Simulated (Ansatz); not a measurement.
# MnO (Fm-3m) in Ansatz: settings compared

Aim: see how the results for MnO move with the level of theory and the settings. Levels: HSEsol, PBE0. Tasks: band structure.

All numbers are computed with Ansatz 0.2.0; they aren't measurements. Logs are shortened: lines on timing, memory, paths and dates and some standing lists are left out, and cuts for length are marked.

**1. The structure**

It takes space group Fm-3m (No. 225, cubic). The conventional cell has a = 4.448 Å, b = 4.448 Å, c = 4.448 Å, α = 90.00°, β = 90.00°, γ = 90.00°. Mn (site symmetry m-3m) is surrounded by 6 O at 2.22 Å. O (site symmetry m-3m) is surrounded by 6 Mn at 2.22 Å.

The cell is a database's computed one.

**2. Band structure, HSEsol, collinear spin, ferromagnetic start**

input.yaml

```yaml
crystal:
  lattice:
    - [0.0, 2.2239077028, 2.2239077028]
    - [2.2239077028, 0.0, 2.2239077028]
    - [2.2239077028, 2.2239077028, 0.0]
  atoms:
    - { symbol: Mn, position: [0.0, 0.0, 0.0], spin: 4.0 }
    - { symbol: O, position: [0.5, 0.5, 0.5] }
hamiltonian:
  xc:
    exchange: hjs_pbesol
    correlation: pbesol
    exx: { coeff: 0.25, omega: 0.207 }
  pseudopotentials: { kind: paw }
magnetization:
  spin_polarized: true
kpoints:
  mp_grid: { grid: [5, 5, 5] }
  band_path:
    path:
      - [[0.0, 0.0, 0.0], [0.5, 0.0, 0.5], [0.5, 0.25, 0.75], [0.375, 0.375, 0.75], [0.0, 0.0, 0.0], [0.5, 0.5, 0.5], [0.625, 0.25, 0.625], [0.5, 0.25, 0.75], [0.5, 0.5, 0.5], [0.375, 0.375, 0.75]]
      - [[0.625, 0.25, 0.625], [0.5, 0.0, 0.5]]
    npoints: 4
scf:
  occupations: { method: fermi_dirac, width: 0.05 }
  n_extra_bands: 6
output:
  forces: true
  stress: true
  eigenvalues: true
  fatbands: false
  write_density: true
  write_potential: true
  elf: true
  volumetric_format: npy
```

Potentials or basis: Ansatz PAW.

Launch:

```console
$ ansatz run input.yaml --threads 2 --pin off --max-ram 5632MiB --backend cpu --events-out ev --progress --plain --runs-dir out
```

What it wrote:

```text
Warning: output.stress: scf.convergence.dr2_threshold = 1e-7 eV (the SCF's general default) is looser than the 2e-10 eV advised for a printed stress (1e-10 eV for each atom of the cell: 2). What an SCF threshold leaves in a stress goes as its square root, and in the free energy as the threshold itself, and one threshold admits the most on a small cell: of the crystals measured, under no hybrid functional and no lock of the moments, on runs that ended without the residual-converged pass, on stresses that held no estimate of that error, the worst erred by over 100 MPa in a component at 1e-7 eV an atom and by under 5 at 1e-10. Set scf.convergence.dr2_threshold to 2e-10 eV or tighter. The threshold is an SCF's pass mark: one that does not reach it within its budget of iterations ends unconverged, or closes short of it on a stop that the run arms, and scf.convergence.dr2_threshold's page says what that costs each kind of run
Warning: output.stress: scf.exx.energy_threshold = 1e-6 eV is looser than the 2e-8 eV advised for a stress under a hybrid functional (1e-8 eV for each atom of the cell: 2). Every SCF of the exchange loop can meet its threshold on dr2 while the loop round them stops early: no threshold on dr2 bounds what that leaves in the stress. Set scf.exx.energy_threshold to 2e-8 eV or tighter. The threshold is the loop's pass mark: a loop that does not reach it within its budget of cycles ends unconverged, and scf.exx.energy_threshold's page has the law
Warning: RAYON_NUM_THREADS=2 ignored (pool sized by the plan → 2); use --threads N
scf.n_extra_bands = 6 over 11 filled bands (N_el = 21.0): the run solves 17 bands
Engine: ansatz 0.2.0, aarch64-unknown-linux-gnu
Pseudopotentials: kind: paw
Pseudopotential: Mn, paw, valence charge 15, recommended cutoff 420 eV (normal), Mn.paw.azcp
Pseudopotential: O, paw, valence charge 6, recommended cutoff 420 eV (normal), O.paw.azcp
Functional definition: unnamed
  parameter a_1 = 0.25
  parameter omega_1 = 0.207/angstrom
  exchange = pbe_x(mu = 0.12345679012345678) + (-a_1)*hjs_pbesol_x_sr(omega_1) + a_1*exact_x_sr(omega_1)
  correlation = pbe_c(beta = 0.046)
Crystal: 2 atoms, lattice volume = 21.998 Å³
Basis set: ecut = 420 eV, 411 PW (Γ), exchange–correlation on 48×48×48 points (8 copies of the dense FFT grid, shifted against one another)
Bands: 17, of which v1, the nominal top of the filled ones, is band 11 counted from 1 (10 counted from 0)
Symmetry: 48 space group operations
Space group: Fm-3m (ITA 225), of the structure as read, at distance tolerance 2.8e-5 Å
Magnetic group: BNS 225.116 (UNI 1618), of the structure as read, at distance tolerance 2.8e-5 Å
k-points: 10 of 125
Non-local potential: Mn, projectors of the file, l = 0: 3, l = 1: 2, l = 2: 3, l = 3: 1
Non-local potential: O, projectors of the file, l = 0: 2, l = 1: 2, l = 2: 1
PAW form: soft (Blöchl's): semilocal exchange-correlation on the pseudo side does not see the compensation charge
PAW frozen core: Mn, regenerated for the run's functional, and the local potential with it (the file was generated under x = pbe(κ = 0.804, μ = 0.2195149727645171), c = pbe(β = 0.06672455060314922))
PAW frozen core: O, regenerated for the run's functional, and the local potential with it (the file was generated under x = pbe(κ = 0.804, μ = 0.2195149727645171), c = pbe(β = 0.06672455060314922))
PAW one-centre angular grid: Mn, 590 points (default); XC on 64 Gauss nodes
PAW one-centre angular grid: O, 110 points (default); XC on 64 Gauss nodes
Initial density: superposition of atomic densities (chi_scale 0.1, normalization cell, long waves kept (reshape's long-wave potential 0.00 eV rms))
Starting moments: Σ|m| = 4 μB on 1 of 2 sites
Initial wavefunctions: pseudopotential atomic-orbital guess
Functional: x = pbesol(κ = 0.804, μ = 0.12345679012345678), c = pbesol(β = 0.046), warm-up for x = hjs_pbesol + 0.25 (exact − hjs_pbesol) at short range (ω = 0.207 Å⁻¹), c = pbesol(β = 0.046)
SCF iter   1: F=—  HF=-4431.633620 eV  |F-HF|=—  |Δ(HF+E_count)|=         —  Δρ=1.88e-1 (↑1.38e-1 ↓1.88e-1)  dr2=2.23e1  dr2_m=1.61e-1  M=3.628 μB ∫|m|=3.628 μB  β_m=0.30  ethr=1.00e-1  ⟨swp⟩=5.8  Hψ=1017  notcnv=0
preconditioner: auto → none  [metal: Δε(μ)=0.068 eV  Ē_g=12.524 eV  σ=0.050 eV  W_gap=0.30  n_scr=8 (ndim 8)  ℏωp=28.5 eV  f_vac=0.000  D(μ)=3.10/eV (n_scr^D=58)  sad-step TF]
iter 2 solved again at ethr=1.53e-3 eV; its pass at ethr=1.00e-1 eV (dr2=3.22e-1 eV) is discarded
SCF iter   2: F=—  HF=-4429.057908 eV  |F-HF|=—  |Δ(HF+E_count)|=    2.58e0  Δρ=4.40e-2 (↑4.40e-2 ↓2.74e-2)  dr2=2.58e-1  dr2_m=1.91e-1  M=4.293 μB ∫|m|=4.293 μB  β_m=1.00  ethr=1.53e-3  ⟨swp⟩=4.0  Hψ=1570  notcnv=0
eigensolver tolerance schedule: the retry pair's looser diagonalisation over-reported the residual by 0.25 of it (diagonalisation noise at 0.25 of the residual, at the tolerance the schedule requests for it); recorded, not acted on — ethr = c·dr2/N_el stays at c = 1.0e-1
SCF iter   3: F=—  HF=-4429.086843 eV  |F-HF|=—  |Δ(HF+E_count)|=   2.89e-2  Δρ=2.12e-2 (↑2.12e-2 ↓1.37e-2)  dr2=8.61e-2  dr2_m=3.53e-2  M=4.490 μB ∫|m|=4.490 μB  β_m=1.00  ethr=1.23e-3  ⟨swp⟩=3.0  Hψ=800  notcnv=0
SCF iter   4: F=—  HF=-4429.150894 eV  |F-HF|=—  |Δ(HF+E_count)|=   6.41e-2  Δρ=7.21e-3 (↑5.86e-3 ↓7.21e-3)  dr2=1.40e-2  dr2_m=1.83e-3  M=4.547 μB ∫|m|=4.547 μB  β_m=0.30  ethr=4.10e-4  ⟨swp⟩=3.5  Hψ=921  notcnv=0
Mixer restart at iter 4: flushing history
spin-set hold released at iteration 4 (site moments contracting): the magnetisation degrees of freedom join the quasi-Newton model from the next iteration; the mixer history was flushed
SCF iter   5: F=—  HF=-4429.220639 eV  |F-HF|=—  |Δ(HF+E_count)|=   6.97e-2  Δρ=7.95e-3 (↑5.79e-3 ↓7.95e-3)  dr2=4.43e-3  dr2_m=7.70e-3  M=4.611 μB ∫|m|=4.611 μB  β_m=0.65  ethr=6.66e-5  ⟨swp⟩=3.0  Hψ=733  notcnv=0
SCF iter   6: F=—  HF=-4429.303375 eV  |F-HF|=—  |Δ(HF+E_count)|=   8.27e-2  Δρ=9.28e-3 (↑9.28e-3 ↓8.44e-3)  dr2=5.29e-2  dr2_m=1.89e-3  M=4.635 μB ∫|m|=4.635 μB  β_m=0.63  ethr=2.11e-5  ⟨swp⟩=4.0  Hψ=979  notcnv=0
SCF iter   7: F=—  HF=-4429.302781 eV  |F-HF|=—  |Δ(HF+E_count)|=   5.94e-4  Δρ=6.77e-3 (↑4.09e-3 ↓6.77e-3)  dr2=1.39e-2  dr2_m=2.73e-3  M=4.747 μB ∫|m|=4.747 μB  β_m=0.61  ethr=2.11e-5  ⟨swp⟩=3.9  Hψ=1089  notcnv=0
SCF iter   8: F=—  HF=-4429.300740 eV  |F-HF|=—  |Δ(HF+E_count)|=   2.04e-3  Δρ=4.59e-3 (↑4.59e-3 ↓3.18e-3)  dr2=2.20e-3  dr2_m=2.45e-3  M=4.763 μB ∫|m|=4.763 μB  β_m=0.66  ethr=2.11e-5  ⟨swp⟩=3.6  Hψ=832  notcnv=0
[... 20 lines left out ...]
hybrid outer 1: dexx = +6.827e-2 eV, tail = 2.43e-4 eV
Exchange kernel: α = 0.2500, screened, ω = 0.2070 Å⁻¹, Wigner–Seitz truncation, v(0) = 1032.2993 eV·Å³, q-mesh 5×5×5, nearest image of the exchange supercell L = 15.73 Å, pair-density grid 15×15×15, without the augmentation charges, whose exchange is taken in its separable form by FFT convolution over the k-point mesh (sized by the pseudopotential files, 18×18×18 at the most), smooth part of the exact exchange by density-matrix convolution
Frozen-core exchange: fock
SCF iter   1: F=—  HF=-4440.336600 eV  |F-HF|=—  |Δ(HF+E_count)|=         —  Δρ=2.07e-4 (↑2.07e-4 ↓8.52e-5)  dr2=5.05e-6  dr2_m=1.86e-6  M=5.000 μB ∫|m|=5.000 μB  β_m=0.30  ethr=5.78e-6  ⟨swp⟩=2.5  Hψ=733  notcnv=0
preconditioner: auto → none  [insulator: Δε(μ)=1.345 eV  Ē_g=16.239 eV  σ=0.050 eV  W_gap=1.00  n_scr=8 (ndim 8)  ℏωp=28.5 eV  f_vac=0.000  D(μ)=0.00/eV (n_scr^D=0)]
SCF iter   2: F=—  HF=-4440.336607 eV  |F-HF|=—  |Δ(HF+E_count)|=   6.49e-6  Δρ=1.44e-4 (↑1.44e-4 ↓7.98e-5)  dr2=2.66e-6  dr2_m=1.44e-6  M=5.000 μB ∫|m|=5.000 μB  β_m=0.53  ethr=2.25e-8  ⟨swp⟩=4.0  Hψ=849  notcnv=0
SCF iter   3: F=—  HF=-4440.336606 eV  |F-HF|=—  |Δ(HF+E_count)|=   1.50e-7  Δρ=6.90e-5 (↑6.90e-5 ↓2.25e-5)  dr2=7.79e-7  dr2_m=1.84e-7  M=5.000 μB ∫|m|=5.000 μB  β_m=0.52  ethr=1.25e-8  ⟨swp⟩=3.0  Hψ=663  notcnv=0
SCF iter   4: F=—  HF=-4440.336606 eV  |F-HF|=—  |Δ(HF+E_count)|=   1.97e-7  Δρ=2.79e-5 (↑2.79e-5 ↓7.86e-6)  dr2=1.21e-7  dr2_m=3.87e-8  M=5.000 μB ∫|m|=5.000 μB  β_m=0.68  ethr=3.38e-9  ⟨swp⟩=2.5  Hψ=599  notcnv=0
SCF iter   5: F=—  HF=-4440.336606 eV  |F-HF|=—  |Δ(HF+E_count)|=   1.71e-8  Δρ=9.88e-6 (↑6.32e-6 ↓9.88e-6)  dr2=2.75e-8  dr2_m=4.62e-9  M=5.000 μB ∫|m|=5.000 μB  β_m=0.71  ethr=5.64e-10  ⟨swp⟩=3.5  Hψ=800  notcnv=0
SCF iter   6: F=-4440.336606 eV  HF=-4440.336606 eV  |F-HF|=2.55e-11  |Δ(HF+E_count)|=   1.21e-8  Δρ=1.91e-6 (↑1.55e-6 ↓1.91e-6)  dr2=1.64e-10  dr2_m=5.54e-10  M=5.000 μB ∫|m|=5.000 μB  ethr=1.27e-10  ⟨swp⟩=2.9  Hψ=693  notcnv=0
SCF 3 converged in 6 iterations: F = -4440.336606 eV  dr2 = 1.64e-10
  Residual-converged pass: ⟨swp⟩=3.0  Hψ=617  notcnv=0  max |occ|·‖R‖ = 2.3e-6 eV (tolerance 2.4e-6 eV)  dr2=1.04e-10  dr2_m=4.90e-10  dr2_onsite=3.71e-10  max |Δocc| = 3.3e-15
hybrid outer 2: dexx = +4.234e-6 eV, tail = 2.04e-7 eV, Δε = 1.31e-2 eV (about 4.70e-4 eV left of the loop's levels)
Exchange kernel: α = 0.2500, screened, ω = 0.2070 Å⁻¹, Wigner–Seitz truncation, v(0) = 1032.2993 eV·Å³, q-mesh 5×5×5, nearest image of the exchange supercell L = 15.73 Å, pair-density grid 15×15×15, without the augmentation charges, whose exchange is taken in its separable form by FFT convolution over the k-point mesh (sized by the pseudopotential files, 18×18×18 at the most), smooth part of the exact exchange by density-matrix convolution
Frozen-core exchange: fock
SCF iter   1: F=—  HF=-4440.336606 eV  |F-HF|=—  |Δ(HF+E_count)|=         —  Δρ=4.03e-6 (↑4.03e-6 ↓2.99e-6)  dr2=1.92e-9  dr2_m=1.78e-9  M=5.000 μB ∫|m|=5.000 μB  β_m=0.30  ethr=4.86e-9  ⟨swp⟩=2.4  Hψ=690  notcnv=0
SCF iter   2: F=-4440.336606 eV  HF=-4440.336606 eV  |F-HF|=2.91e-11  |Δ(HF+E_count)|=   5.91e-9  Δρ=3.76e-6 (↑3.76e-6 ↓2.07e-6)  dr2=1.36e-9  dr2_m=1.27e-9  M=5.000 μB ∫|m|=5.000 μB  ethr=8.31e-12  ⟨swp⟩=4.2  Hψ=910  notcnv=0
SCF 4 converged in 2 iterations: F = -4440.336606 eV  dr2 = 1.36e-9
  Residual-converged pass: ⟨swp⟩=1.9  Hψ=425  notcnv=0  max |occ|·‖R‖ = 2.4e-6 eV (tolerance 2.4e-6 eV)  dr2=1.37e-9  dr2_m=1.27e-9  dr2_onsite=1.03e-9  max |Δocc| = 8.2e-25
hybrid outer 3: dexx = +3.480e-9 eV, tail = 7.37e-9 eV, Δε = 4.29e-4 eV (about 1.39e-4 eV left of the loop's levels), ΔF = 9.86e-30 eV/Å (tail inf)
NSCF: frozen V_eff on 42 k-points
this state was not tested for a lower state beside it, because the functional holds exact exchange (a hybrid, or Hartree-Fock), whose exchange loop this test does not read (fock_operator); the stability check (scf.self_checks: high) cannot read this state: a pseudopotential is PAW: the check reads norm-conserving sets alone
hybrid SCF converged: 3 outer / 13 inner (+12 warm-up), last move |dexx| = 3.48e-9 eV, tail = 7.37e-9 eV
Magnetization: 5.0000 μB (13.0000 up, 8.0000 down)
Absolute magnetization: 5.0000 μB (∫|ρ↑−ρ↓|, with the PAW one-centre terms)
Spin contamination: 0.0031 ħ² per cell (⟨S²⟩ above its minimum at these occupations)
Per-site moments (μB) at R_I (Å): [(4.296086758675013, 0.9173619274050001), (0.22555424784099798, 0.9173619274050001)]
Free energy (F): -4440.336606 eV
Frozen-core exchange: fock
Harris-Foulkes:  -4440.336606 eV  (|F-HF|=2.91e-11)
Internal energy: -4440.336606 eV  (E = F + TS)
E sigma→0 (E₀):  -4440.336606 eV
Entropy (-TS):   -0.000000 eV (-0.000 meV/atom)
Fermi energy:    12.491718 eV
--- Per-component energies (eV) ---
  E_band       = -303.543864
  E_kinetic    = 474.774065
  E_local      = -2238.421675  (includes V_loc(G=0)·N_el)
  E_nonlocal   = 306.877870
  E_hartree    = 897.725049
  E_xc         = -146.386981
  E_vxc        = -186.139506  (∫ρ·V_xc dr)
  E_exx        = -86.679127  (= α·E_x^exact, valence–valence)
  E_paw        = -1393.584625  (= ΣΔE_a)
  E_vpaw       = -282.726989  (= ΣTr[D̂ρ^β])
  E_aug_tail   = 0.002392  (compensation charges beyond the density's cutoff)
  E_ewald      = -2254.571925
  E_core_change = -0.071650  (= ΣΔE_core)
  E_smearing   = -0.000000  (= −TS)
  E_closure    = 0.000000  (closes the sum)
  Σ components = -4440.336606   (vs F -4440.336606, Δ=0.00e0)
--- Forces (eV/Å), atoms counted from 1 ---
  atom   1  Mn     0.00000000    -0.00000000     0.00000000
  atom   2  O      0.00000000     0.00000000     0.00000000
  max |Σ_I F_I| component: 1.84e-29 eV/Å
--- Stress (GPa, compression-positive) ---
       -3.806496       0.000000       0.000000
       -0.000000      -3.806496      -0.000000
        0.000000      -0.000000      -3.806496
  P = ⅓ Tr σ = -3.8065 GPa (-38.065 kbar)
--- Band table (eV; the first three rows and the last of 20) ---
  k-point 0 ↑: bands = ["-74.1157", "-41.6125", "-41.6125", "-41.6125", "-9.5360", "7.9065", "7.9065", "7.9065", "8.2739", "8.2739", "8.4489", "8.4489", "8.4489", "13.0865", "27.6620", "30.1466", "30.1466"]
  k-point 1 ↑: bands = ["-74.1132", "-41.6363", "-41.6158", "-41.6158", "-9.1969", "5.8781", "6.5140", "6.5140", "8.2271", "8.2271", "8.7260", "10.3514", "10.3514", "15.1654", "24.6518", "28.6940", "28.6940"]
  k-point 2 ↑: bands = ["-74.1092", "-41.6746", "-41.6209", "-41.6209", "-8.5853", "3.6972", "5.4658", "5.4658", "8.7056", "8.7056", "9.3378", "11.7416", "11.7416", "16.9986", "22.1714", "26.1762", "26.1762"]
  k-point 9 ↓: bands = ["-67.8674", "-34.9420", "-34.9209", "-34.8998", "-7.8406", "5.8922", "6.9671", "7.4196", "15.8168", "17.0886", "17.6653", "17.9932", "18.5694", "22.2088", "23.8219", "24.8312", "27.7579"]
```

It took 1.8 min on 2 threads of Arm Neoverse V2, shared host; peak memory 0.61 GiB.

Results:

```
Free energy             : -4440.3366 eV
Pressure                : -3.8 GPa
Band gap on the k mesh  : 1.34 eV, indirect (least direct gap 3.97 eV)
Band gap along the path : 1.14 eV, indirect (least direct gap 3.96 eV)
Net moment              : 5.00 μB per cell
Absolute moment         : 5.00 μB per cell
Site moments            : Mn +4.30; O +0.23 μB
```

Levels at the corners of the path, in eV from the valence-band top:
Spin up:
```csv
point,band 10,band 11,band 12,band 13,band 14,band 15,band 16,band 17
Γ,-3.67,-3.50,-3.50,-3.50,1.14,15.72,18.20,18.20
X,-3.25,-2.88,-2.88,-2.83,6.96,10.02,12.01,16.02
W,-3.03,-2.93,-2.88,-1.44,9.16,10.26,10.26,13.03
K,-3.02,-2.67,-2.39,-1.45,8.41,10.02,10.04,15.47
Γ,-3.67,-3.50,-3.50,-3.50,1.14,15.72,18.20,18.20
L,-3.15,-2.47,0.00,0.00,5.14,10.06,13.84,13.84
U,-3.02,-2.67,-2.39,-1.45,8.41,10.02,10.04,15.47
W,-3.03,-2.93,-2.88,-1.44,9.16,10.26,10.26,13.03
L,-3.15,-2.47,0.00,0.00,5.14,10.06,13.84,13.84
K,-3.02,-2.67,-2.39,-1.45,8.41,10.02,10.04,15.47
U,-3.02,-2.67,-2.39,-1.45,8.41,10.02,10.04,15.47
X,-3.25,-2.88,-2.88,-2.83,6.96,10.02,12.01,16.02
```
Spin down:
| point | band 6 | band 7 | band 8 | band 9 | band 10 | band 11 |
| --- | --- | --- | --- | --- | --- | --- |
| Γ | -2.82 | -2.82 | -2.82 | 2.61 | 3.97 | 3.97 |
| X | -6.30 | -3.95 | -3.95 | 1.83 | 5.49 | 5.64 |
| W | -5.44 | -5.44 | -4.84 | 4.46 | 4.46 | 5.69 |
| K | -5.88 | -5.41 | -4.20 | 3.36 | 5.71 | 5.89 |
| Γ | -2.82 | -2.82 | -2.82 | 2.61 | 3.97 | 3.97 |
| L | -7.25 | -4.32 | -4.32 | 5.32 | 5.60 | 5.60 |
| U | -5.88 | -5.41 | -4.20 | 3.36 | 5.71 | 5.89 |
| W | -5.44 | -5.44 | -4.84 | 4.46 | 4.46 | 5.69 |
| L | -7.25 | -4.32 | -4.32 | 5.32 | 5.60 | 5.60 |
| K | -5.88 | -5.41 | -4.20 | 3.36 | 5.71 | 5.89 |
| U | -5.88 | -5.41 | -4.20 | 3.36 | 5.71 | 5.89 |
| X | -6.30 | -3.95 | -3.95 | 1.83 | 5.49 | 5.64 |

Caveat: the k mesh is coarse (spacing up to 0.49 Å⁻¹), so the values aren't converged, least of all with exact exchange; the magnetic or orbital state may not be the lowest; the k mesh misses the band edges, so the gap on the mesh is wider than the one along the path; the pressure holds a Pulay correction of +0.6 GPa for the finite cutoff; a cell with one magnetic atom can't hold antiferromagnetic order, which such compounds often take; the PAW data sets come from PBE, with cores solved anew for the run's functional, which leaves a small shift of forces and pressure; the thresholds are loose for stress.

**3. Band structure, PBE0, collinear spin, ferromagnetic start**

input.yaml: that of step 2 with these lines changed.

```diff
@@ -9,6 +9,3 @@
 hamiltonian:
-  xc:
-    exchange: hjs_pbesol
-    correlation: pbesol
-    exx: { coeff: 0.25, omega: 0.207 }
+  xc: pbe0
   pseudopotentials: { kind: paw }
@@ -31,5 +28 @@
   fatbands: false
-  write_density: true
-  write_potential: true
-  elf: true
-  volumetric_format: npy
```

Potentials or basis: Ansatz PAW.

Launch:

```console
$ ansatz run input.yaml --threads 2 --pin off --max-ram 5632MiB --backend cpu --events-out ev --progress --plain --runs-dir out
```

Wall time 2.6 min (2 threads of Intel Xeon Platinum 8259CL at 2.50GHz (Skylake/Cascade Lake), shared host); peak memory 0.68 GiB.

It converged, with:

```yaml
Free_energy: -4466.7040 eV
Pressure: 0.9 GPa
Band_gap_on_the_k_mesh: 2.17 eV, indirect (least direct gap 4.77 eV)
Band_gap_along_the_path: 1.97 eV, indirect (least direct gap 4.77 eV)
Net_moment: 5.00 μB per cell
Absolute_moment: 5.00 μB per cell
Site_moments: Mn +4.31; O +0.23 μB
```

Levels at the corners of the path, in eV from the valence-band top:
Spin up:
```
point  band 11  band 12  band 13  band 14  band 15  band 16
    Γ    -3.45    -3.45    -3.45     1.97    16.63    19.12
    X    -2.90    -2.90    -2.86     7.86    10.91    12.89
    W    -2.96    -2.90    -1.44    10.06    11.14    11.14
    K    -2.69    -2.40    -1.45     9.32    10.90    10.92
    Γ    -3.45    -3.45    -3.45     1.97    16.63    19.12
    L    -2.47     0.00     0.00     6.01    10.94    14.77
    U    -2.69    -2.40    -1.45     9.32    10.90    10.92
    W    -2.96    -2.90    -1.44    10.06    11.14    11.14
    L    -2.47     0.00     0.00     6.01    10.94    14.77
    K    -2.69    -2.40    -1.45     9.32    10.90    10.92
    U    -2.69    -2.40    -1.45     9.32    10.90    10.92
    X    -2.90    -2.90    -2.86     7.86    10.91    12.89
```
Spin down:
| point | band 6 | band 7 | band 8 | band 9 | band 10 | band 11 |
| --- | --- | --- | --- | --- | --- | --- |
| Γ | -2.80 | -2.80 | -2.80 | 3.44 | 4.83 | 4.83 |
| X | -6.29 | -3.93 | -3.93 | 2.70 | 6.34 | 6.49 |
| W | -5.42 | -5.42 | -4.82 | 5.33 | 5.33 | 6.54 |
| K | -5.86 | -5.39 | -4.18 | 4.22 | 6.57 | 6.74 |
| Γ | -2.80 | -2.80 | -2.80 | 3.44 | 4.83 | 4.83 |
| L | -7.23 | -4.30 | -4.30 | 6.19 | 6.46 | 6.46 |
| U | -5.86 | -5.39 | -4.18 | 4.22 | 6.57 | 6.74 |
| W | -5.42 | -5.42 | -4.82 | 5.33 | 5.33 | 6.54 |
| L | -7.23 | -4.30 | -4.30 | 6.19 | 6.46 | 6.46 |
| K | -5.86 | -5.39 | -4.18 | 4.22 | 6.57 | 6.74 |
| U | -5.86 | -5.39 | -4.18 | 4.22 | 6.57 | 6.74 |
| X | -6.29 | -3.93 | -3.93 | 2.70 | 6.34 | 6.49 |

Caveat: the k mesh is coarse (spacing up to 0.49 Å⁻¹), so the values aren't converged, least of all with exact exchange; the magnetic or orbital state may not be the lowest; the k mesh misses the band edges, so the gap on the mesh is wider than the one along the path; the pressure holds a Pulay correction of +0.6 GPa for the finite cutoff; a cell with one magnetic atom can't hold antiferromagnetic order, which such compounds often take; the PAW data sets come from PBE, with cores solved anew for the run's functional, which leaves a small shift of forces and pressure; the thresholds are loose for stress.
